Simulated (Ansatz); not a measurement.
# Li2S: a single-point run

The task is a single-point run on Li2S. The structure is shown as the input types it.

The COD entry's cell or inner coordinates are ideal or old and differ from later refinements, so a difference from it is no clean test against experiment.

Method: density functional or hybrid calculation with the settings of its input, plane waves, in Ansatz 0.2.0.

## 1. The system as given

The structure is cubic, space group Fm-3m (No. 225). The conventional cell has a = 5.691 Å, b = 5.691 Å, c = 5.691 Å, α = 90.00°, β = 90.00°, γ = 90.00°. Around Li (site symmetry -43m) lie 4 S at 2.46 Å. Around S (site symmetry m-3m) lie 8 Li at 2.46 Å.

As a file:

```
CELL_PARAMETERS angstrom
0.00000 2.84529 2.84529
2.84529 0.00000 2.84529
2.84529 2.84529 0.00000
ATOMIC_POSITIONS crystal
Li 0.25000 0.25000 0.25000
Li 0.75000 0.75000 0.75000
S 0.00000 0.00000 0.00000
```

## 2. The calculation

Input file input.yaml:

```yaml
crystal:
  lattice:
    - [0.0, 2.8452943747, 2.8452943747]
    - [2.8452943747, 0.0, 2.8452943747]
    - [2.8452943747, 2.8452943747, 0.0]
  atoms:
    - { symbol: Li, position: [0.25, 0.25, 0.25] }
    - { symbol: Li, position: [0.75, 0.75, 0.75] }
    - { symbol: S, position: [0.0, 0.0, 0.0] }
kpoints:
  mp_grid: { grid: [6, 6, 6] }
hamiltonian:
  xc: pbe
scf:
  occupations: { method: methfessel_paxton, width: 1.5 }
  n_extra_bands: 4
output:
  forces: true
  stress: true
  eigenvalues: true
```

Launch:

```bash
$ ansatz run input.yaml --threads 4 --pin off --max-ram 3686MiB --backend cpu --events-out ev --progress --plain --runs-dir out
```

Q: Will this input give a usable result? If not, why, and what should change?

This run ends as converged. Convergence says nothing about whether the input makes sense.

The suspect setting: scf.occupations.width is 1.5. The width is far wider than usual, so occupations near the Fermi level are blurred and the entropy term grows.

To check: set scf.occupations.width to 0.2.
